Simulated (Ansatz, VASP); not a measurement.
**Al: VASP beside Ansatz**

```
Al
1.0
     0.00000    2.00862    2.00862
     2.00862    0.00000    2.00862
     2.00862    2.00862    0.00000
Al
1
Direct
  0.00000 0.00000 0.00000
```

Alike in both runs: task single point; functional LDA; k mesh 18 × 18 × 18; occupations gaussian, width 0.05 eV; no spin polarisation.

|  | VASP | Ansatz |
| --- | --- | --- |
| version | VASP 6.6.1 | Ansatz 0.2.0 |
| potentials or method | VASP PAW LDA potentials, release 64 (Al) | scalar-relativistic, plane waves, PAW |
| plane-wave cutoff (eV) | 520 | 420 |
| valence electrons in the cell | 3 | 3 |

|  | VASP | Ansatz | Ansatz less VASP |
| --- | --- | --- | --- |
| pressure (GPa) | -1.9 | -1.9 | -0.05 |
